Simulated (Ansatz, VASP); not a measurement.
# SnTe in VASP and in Ansatz

File INCAR:

```
SYSTEM = SnTe
ALGO = Normal
EDIFF = 1E-6
ENCUT = 520
GGA = PE
ISIF = 2
ISMEAR = 0
LASPH = .TRUE.
LCHARG = .FALSE.
LORBIT = 11
LREAL = .FALSE.
LWAVE = .FALSE.
NELM = 80
PREC = Accurate
SIGMA = 0.02
```

The input KPOINTS:

```
k-points
0
G
  7 7 7
  0 0 0
```

Contents of POSCAR:

```
SnTe
1.0
    0.0000000000      3.1508500000      3.1508500000
    3.1508500000      0.0000000000      3.1508500000
    3.1508500000      3.1508500000      0.0000000000
Te Sn
1 1
Direct
    0.5000000000      0.5000000000      0.5000000000
    0.0000000000      0.0000000000      0.0000000000
```

File input.yaml:

```yaml
crystal:
  lattice:
    - [0.0, 3.15085, 3.15085]
    - [3.15085, 0.0, 3.15085]
    - [3.15085, 3.15085, 0.0]
  atoms:
    - { symbol: Te, position: [0.5, 0.5, 0.5] }
    - { symbol: Sn, position: [0.0, 0.0, 0.0] }
hamiltonian:
  xc: pbe
  pseudopotentials: { kind: paw }
kpoints:
  mp_grid: { grid: [7, 7, 7] }
scf:
  occupations: { method: gaussian, width: 0.02 }
output:
  forces: true
  stress: true
  eigenvalues: true
```

Alike in both runs: functional PBE; k mesh 7 × 7 × 7; occupations gaussian, width 0.02 eV; no spin polarisation.

```csv
,VASP,Ansatz
version,VASP 6.6.1,Ansatz 0.2.0
potentials or method,"VASP PAW PBE potentials, release 64 (Te, Sn_d)",Ansatz PAW
plane-wave cutoff (eV),520,420
valence electrons in the cell,20,30
task,atomic charges,single point
```

```tsv
	VASP	Ansatz	Ansatz less VASP
gap on the k mesh at the Fermi level (eV)	0.66	0.66	+0.001
least direct gap on the mesh (eV)	0.66	0.66	+0.001
pressure (GPa)	2.2	2.2	+0.06
```

The functional is the same, so the differences come from potentials, cutoffs and numerics. The two sets of potentials don't hold the same shells in valence.

Spin-orbit coupling is left out, which matters for the levels of Te.
